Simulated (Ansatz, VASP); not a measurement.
## K in VASP and in Ansatz

Contents of INCAR:

```
PREC = Accurate
ENCUT = 520
EDIFF = 1E-6
ISMEAR = 0
SIGMA = 0.1
LREAL = False
LASPH = True
NELM = 100
ALGO = Normal
ISIF = 2
LWAVE = False
LCHARG = False
GGA = PS
NBANDS = 16
```

Contents of KPOINTS:

```
regular mesh
0
Gamma
  6 6 4
```

POSCAR

```
K
1.0
    4.7623960204      0.0000000000      0.0000000000
   -2.3811980102      4.1243559365      0.0000000000
    0.0000000000      0.0000000000      7.8299713200
K
2
Direct
    0.3333333300      0.6666666700      0.2500000000
    0.6666666700      0.3333333300      0.7500000000
```

Input for Ansatz:

```yaml
crystal:
  lattice:
    - [4.7623960204, 0.0, 0.0]
    - [-2.3811980102, 4.1243559365, 0.0]
    - [0.0, 0.0, 7.82997132]
  atoms:
    - { symbol: K, position: [0.33333333, 0.66666667, 0.25] }
    - { symbol: K, position: [0.66666667, 0.33333333, 0.75] }
basis:
  ecutwfc: 420
kpoints:
  mp_grid: { grid: [6, 6, 4] }
hamiltonian:
  xc: pbesol
scf:
  occupations: { method: gaussian, width: 0.1 }
output:
  forces: true
  stress: true
  eigenvalues: true
```

This isn't the form of K at room conditions, which is bcc.

Alike in both runs: task single point; functional PBEsol; k mesh 6 × 6 × 4; occupations gaussian, width 0.1 eV; no spin polarisation.

|  | VASP | Ansatz |
| --- | --- | --- |
| version | VASP 6.6.1 | Ansatz 0.2.0 |
| potentials or method | VASP PAW PBE potentials, release 64 (K_sv) | scalar-relativistic, plane waves, PAW |
| plane-wave cutoff (eV) | 520 | 420 |
| valence electrons in the cell | 18 | 18 |

```tsv
	VASP	Ansatz	Ansatz less VASP
gap on the k mesh at the Fermi level (eV)	none	none	-
pressure (GPa)	-0.3	-0.2	+0.01
largest component of the traceless stress (GPa)	0.18	0.18	0.000
```

A gap of «none» marks a metal or a gap that the smearing closes. The functional is the same, so the differences come from potentials, cutoffs and numerics.

Caveats: the PAW data sets were made with another functional, which shifts forces and pressure a little (VASP).
